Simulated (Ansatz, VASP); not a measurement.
# Au: VASP beside Ansatz

Contents of INCAR:

```
ALGO = Fast
EDIFF = 1E-7
EDIFFG = -0.005
ENCUT = 600
GGA = CA
IBRION = 2
ISIF = 3
ISMEAR = -1
LASPH = T
LCHARG = F
LREAL = F
LWAVE = F
NELM = 100
NSW = 60
PREC = Accurate
SIGMA = 0.05
```

The input KPOINTS:

```
k-points
0
Gamma
  11 11 11
```

Contents of POSCAR:

```
Au
1.0
    0.0000000000      2.0350000000      2.0350000000
    2.0350000000      0.0000000000      2.0350000000
    2.0350000000      2.0350000000      0.0000000000
Au
1
Direct
    0.0000000000      0.0000000000      0.0000000000
```

Contents of input.yaml:

```yaml
crystal:
  lattice:
    - [0.0, 2.035, 2.035]
    - [2.035, 0.0, 2.035]
    - [2.035, 2.035, 0.0]
  atoms:
    - { symbol: Au, position: [0.0, 0.0, 0.0] }
hamiltonian:
  xc: lda
  pseudopotentials: { kind: paw }
kpoints:
  mp_grid: { grid: [11, 11, 11] }
scf:
  occupations: { method: fermi_dirac, width: 0.05 }
output:
  forces: true
  stress: true
  write_density: true
  write_potential: true
  elf: true
  volumetric_format: npy
relax:
  f_tol: 0.01
  max_steps: 40
  cell: { stress_tol: 0.05 }
```

Alike in both runs: task relaxation of cell and atoms; functional LDA; k mesh 11 × 11 × 11; occupations fermi-dirac, width 0.05 eV; no spin polarisation.

|  | VASP | Ansatz |
| --- | --- | --- |
| version | VASP 6.6.1 | Ansatz 0.2.0 |
| potentials or method | VASP PAW LDA potentials, release 64 (Au) | Ansatz PAW |
| plane-wave cutoff (eV) | 600 | 420 |
| valence electrons in the cell | 11 | 19 |

Ansatz gave:

```
gap on the k mesh at the Fermi level, each at its own relaxed structure (eV) : none
relaxed volume (Å³/atom)                                                     : 16.58
relaxed cell length with the largest relative difference (Å)                 : 2.862
energy change over the relaxation (meV/atom)                                 : -3
```

Task: Which values does VASP return?

Result: gap on the k mesh at the Fermi level, each at its own relaxed structure (eV): none; relaxed volume (Å³/atom): 16.63; relaxed cell length with the largest relative difference (Å): 2.865; energy change over the relaxation (meV/atom): -2.

A gap of «none» marks a metal or a gap that the smearing closes. The two sets of potentials don't hold the same shells in valence.

Caveats: the plane-wave basis is chosen anew once the cell has moved, so the energies of steps on either side of that aren't comparable (Ansatz); the PAW data sets come from PBE, with cores solved anew for the run's functional, which leaves a small shift of forces and pressure (Ansatz). The runs have no spin-orbit coupling, so splittings on Au are missing. Zero-point motion and thermal expansion aren't in these numbers. LDA usually gives volumes a few per cent too small.
